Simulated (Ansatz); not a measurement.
Al: computed properties

All numbers below come from DFT PBE, scalar-relativistic, plane waves, PAW in Ansatz.

Cutoff 420 eV; k points 20×20×20 on the computed 3-atom cell (Γ-centred); Gaussian smearing, width 0.10 eV; no spin polarisation.

The structure is relaxed at this level of theory with its symmetry kept, and needn't be the ground state of this composition.

```xyz
3
Lattice="-1.4209 2.0329 4.2825 1.4209 -2.0329 4.2825 1.4209 2.0329 -4.2825" Properties=species:S:1:pos:R:3 pbc="T T T"
Al    0.0000    0.0000    0.0000
Al    0.0000    0.0000    2.8550
Al    0.0000    0.0000    5.7100
```

| Item | Value |
| --- | --- |
| Space group | Immm (No. 71) |
| Volume per atom | 111.3 bohr³ |
| Energy over the standard state (uncorrected) | +0.001 eV/atom |
| Kohn–Sham band gap | none (metal) |
| Density of states at the Fermi level | 1.2 states/eV per cell |
| Orbital (Löwdin) character within 0.5 eV of the Fermi level | Al 3p 64 %, Al 3s 31 %, unprojected 6 % |
| Bader charge by site (e) | Al (3 in the cell) 0.00 |

The cell was reached from a generator's guess, though it ends in a space group that the Crystallography Open Database lists for this formula. Löwdin shares on free-atom orbitals overweight diffuse shells.
